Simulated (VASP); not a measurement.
C: single point with PBE

The system is C, a slab with vacuum.

```xyz
8
Lattice="2.4561 0.0000 0.0000 -1.2280 2.1270 0.0000 0.0000 0.0000 25.0946" Properties=species:S:1:pos:R:3 pbc="T T T"
C     1.2280    0.7090    7.5000
C     0.0000    1.4180    7.5536
C     0.0000    1.4180   10.8470
C     0.0000    0.0000   10.9006
C     0.0000    0.0000   14.1940
C     1.2280    0.7090   14.2476
C     1.2280    0.7090   17.5410
C     0.0000    1.4180   17.5946
```

The slab is cut from a database's or a generator's crystal, which needn't be the stable form of the element.

The cell isn't the ideal one: the (0 0 1) slab of C, cut from the database cell, not relaxed.

| Property | Result |
| --- | --- |
| Program | VASP 6.6.1 |
| Task | single point |
| Functional | PBE |
| Potentials or basis | VASP PAW PBE potentials, release 64 (C) |
| Cutoff | 520 eV |
| k mesh | 12 × 12 × 1 |
| Occupations | fermi-dirac, width 0.05 eV |
| Spin | no spin polarisation |
| Dipole correction | yes |
| Further INCAR settings | ALGO = Normal; EDIFF = 1e-07; NBANDS = 26 |

```yaml
Largest_force: 0.929 eV/Å
Band_gap_on_the_k_mesh: none (metal or under the smearing width)
```

Forces in eV/Å, atoms in the order of the input:
```
C    0.000  0.000  0.822
C    0.000  0.000 -0.929
C    0.000  0.000  0.855
C    0.000  0.000 -0.856
C    0.000  0.000  0.856
C    0.000  0.000 -0.855
C    0.000  0.000  0.929
C    0.000  0.000 -0.822
```

Levels at points of the mesh, in eV from the Fermi level:
```tsv
k point	band 12	band 13	band 14	band 15	band 16	band 17	band 18	band 19	band 20	band 21
(0.00, 0.00, 0.00)	-3.00	-2.99	-2.99	-2.99	-2.99	3.48	3.62	4.58	5.28	5.75
(0.50, 0.00, 0.00)	-6.39	-2.73	-2.55	-2.30	-2.06	1.47	1.67	1.83	1.88	7.34
```

It took 110 s on 1 thread of Intel(R) Xeon(R) Platinum 8259CL CPU @ 2.50GHz (Skylake/Cascade Lake), with other jobs on the host, peak memory 0.23 GiB.
